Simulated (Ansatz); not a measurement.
Input and command of a plane-wave DFT calculation in Ansatz:

```yaml
crystal:
  lattice:
    - [3.1799996605, 0.0, 0.0]
    - [-1.5899998303, 2.75396049, 0.0]
    - [0.0, 0.0, 5.166]
  atoms:
    - { symbol: Ga, position: [0.3228111146, 0.6589638679, 0.0] }
    - { symbol: Ga, position: [0.6771888854, 0.3410361321, 0.5] }
    - { symbol: "N", position: [0.3420921647, 0.6730785762, 0.375] }
    - { symbol: "N", position: [0.6579078353, 0.3269214238, 0.875] }
basis:
  ecutwfc: 420
kpoints:
  mp_grid: { grid: [12, 12, 6] }
hamiltonian:
  xc: pbe
scf:
  occupations: { method: gaussian, width: 0.05 }
output:
  forces: true
  stress: true
  eigenvalues: true
```

```bash
ansatz run input.yaml --threads 2 --pin off --max-ram 5120MiB --backend cpu --events-out ev --progress --plain --runs-dir out
```

Processor: Arm Neoverse V2, 2 threads, on a host shared with other jobs.

Task: How long does it run, and how much memory does it take?

Result: About 10 s on 2 threads of Arm Neoverse V2, on a shared host, peak memory 0.54 GiB. It solves 22 bands at 296 k points (the mesh reduced by the symmetry that the task leaves, which can be less than the crystal's) with about 881 plane waves, in 6 SCF iterations.
